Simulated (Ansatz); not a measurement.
ZnS with hydrogen replacing S, one structure, two calculations

Cell: a supercell of ZnS (wurtzite type, P6_3mc) built from a structure deposited in the COD, with the ions relaxed around the defect (PBE).

```cif
data_structure
_symmetry_space_group_name_H-M 'P 1'
_symmetry_Int_Tables_number 1
_cell_length_a 7.6220
_cell_length_b 11.4330
_cell_length_c 12.4680
_cell_angle_alpha 90.000
_cell_angle_beta 90.000
_cell_angle_gamma 120.000
_cell_volume 940.93
loop_
_atom_site_label
_atom_site_type_symbol
_atom_site_fract_x
_atom_site_fract_y
_atom_site_fract_z
_atom_site_occupancy
Zn1 Zn 0.18739 0.20752 0.01545 1
Zn2 Zn 0.16746 0.22178 0.50315 1
Zn3 Zn 0.16829 0.55065 0.00222 1
Zn4 Zn 0.16593 0.55620 0.50337 1
Zn5 Zn 0.16827 0.87982 0.00049 1
Zn6 Zn 0.16937 0.89392 0.49618 1
Zn7 Zn 0.68130 0.22164 0.00032 1
Zn8 Zn 0.65983 0.22161 0.49764 1
Zn9 Zn 0.66368 0.55124 0.00378 1
Zn10 Zn 0.66554 0.55579 0.50293 1
Zn11 Zn 0.67370 0.88920 0.00338 1
Zn12 Zn 0.66802 0.88965 0.50204 1
Zn13 Zn 0.32200 0.11385 0.22948 1
Zn14 Zn 0.33863 0.10734 0.74992 1
Zn15 Zn 0.29560 0.43049 0.25553 1
Zn16 Zn 0.33264 0.43961 0.75712 1
Zn17 Zn 0.34598 0.78607 0.25182 1
Zn18 Zn 0.33589 0.77655 0.75090 1
Zn19 Zn 0.85791 0.13471 0.25470 1
Zn20 Zn 0.84010 0.11112 0.75454 1
Zn21 Zn 0.82708 0.45006 0.25122 1
Zn22 Zn 0.83367 0.44271 0.75097 1
Zn23 Zn 0.82240 0.77368 0.25104 1
Zn24 Zn 0.83577 0.77640 0.75157 1
H25 H 0.10944 0.26342 0.23141 1
S26 S 0.17190 0.21949 0.69015 1
S27 S 0.16272 0.56115 0.18948 1
S28 S 0.16913 0.55288 0.69113 1
S29 S 0.15870 0.88333 0.18735 1
S30 S 0.16795 0.88637 0.68528 1
S31 S 0.66842 0.22773 0.18684 1
S32 S 0.67119 0.22039 0.68681 1
S33 S 0.63857 0.54718 0.19148 1
S34 S 0.66492 0.55330 0.69072 1
S35 S 0.68474 0.90539 0.19107 1
S36 S 0.67051 0.88914 0.69002 1
S37 S 0.32937 0.11431 0.42570 1
S38 S 0.34836 0.10178 0.93666 1
S39 S 0.33121 0.44410 0.44147 1
S40 S 0.32811 0.43157 0.94627 1
S41 S 0.33504 0.77905 0.43919 1
S42 S 0.34071 0.77287 0.93888 1
S43 S 0.83405 0.11256 0.44048 1
S44 S 0.85374 0.11217 0.94397 1
S45 S 0.83307 0.44600 0.43908 1
S46 S 0.83540 0.44352 0.93866 1
S47 S 0.83213 0.77730 0.43863 1
S48 S 0.83417 0.77342 0.93954 1
```

Atoms are numbered from 1 in the order listed; like atoms form one site, named after its first atom.

First run. Method: Kohn–Sham DFT in Ansatz, PBE, plane waves and PAW, scalar-relativistic, collinear spin, 420 eV cutoff, Γ-centred 3×2×2 k-points, Fermi–Dirac smearing 0.01 eV. Start moments as typed (μB): 1 on each H, none on the rest.

| site | atom | V_zz (10²¹ V/m²) | η | m (μB) |
| --- | --- | --- | --- | --- |
| Zn1 | 1 | 4.26 | 0.82 | 0.07 |
| Zn13 | 13 | 4.12 | 0.91 | 0.07 |
| Zn15 | 15 | 3.11 | 0.32 | 0.01 |
| Zn19 | 19 | 3.20 | 0.36 | 0.01 |
| H | 25 | 0.87 | 0.07 | 0.04 |
| S27 | 27 | 0.92 | 0.75 | 0.01 |
| S29 | 29 | -1.33 | 0.91 | 0.03 |
| S30 | 30 | 0.97 | 0.62 | 0.00 |
| S31 | 31 | 2.65 | 0.69 | 0.03 |
| S35 | 35 | 2.24 | 0.24 | 0.00 |
| S38 | 38 | 1.71 | 0.80 | 0.04 |
| S39 | 39 | 1.18 | 0.97 | 0.00 |
| S40 | 40 | 2.32 | 0.59 | 0.01 |
| S44 | 44 | 2.42 | 0.42 | 0.01 |

Second run. The same atoms and settings, except that the functional is r2SCAN and the cutoff is 500 eV.

Question: Given the first result, estimate the second.

Answer: 

```
site  atom   V_zz     η  change of V_zz  m (μB)
 Zn1     1   3.82  0.96           -0.44    0.07
Zn13    13   3.88  0.96           -0.24    0.07
Zn15    15   3.20  0.27           +0.09    0.01
Zn19    19   3.27  0.33           +0.07    0.01
   H    25   0.89  0.06           +0.02    0.04
 S27    27   0.82  0.77           -0.10    0.01
 S29    29  -1.22  0.81           +0.11    0.03
 S30    30   0.97  0.63            0.00    0.00
 S31    31   2.40  0.71           -0.25    0.03
 S35    35   2.17  0.23           -0.07    0.00
 S38    38   1.49  0.87           -0.22    0.04
 S39    39   1.10  0.99           -0.08    0.00
 S40    40   2.22  0.62           -0.10    0.01
 S44    44   2.31  0.44           -0.11    0.01
```

The largest change of V_zz is on Zn1, from 4.26 to 3.82. In per cent, |V_zz| changes by -10 to +3 on Zn, +3 on H, -13 to 0 on S (all sites that start above 0.5). The table leaves out 34 of the 48 sites, with |V_zz| up to 2.11; their tensors move by 0.09 at most along any direction. The statements above cover all sites.

The defect repeats with the cell of 48 atoms, so it feels its images: sites between two images don't show the values beside a lone defect, and zeros or small values of η there can come from the images' arrangement. S and Zn carry a gradient in the pure host already, so the values there aren't the defect's effect alone. The shape of the repeated cell lowers the symmetry of the defect's site from 3m to 1, so η and the spread among like neighbours partly reflect the cell. The run lost most of its start moments on H; a state with other moments may lie lower.
For the first run: With a gap of 0.3 eV on this mesh, small gradients can still move by 0.1 × 10²¹ V/m² or more as the k-mesh gets denser.
For the second run: The program didn't check the stability of this electronic state in full, so a lower one may lie near. With these PAW files V_zz is typically within 2 to 3 % of all-electron values, but misses above 10 % occur on Zn. With a gap of 0.7 eV on this mesh, small gradients can still move by 0.1 × 10²¹ V/m² or more as the k-mesh gets denser.
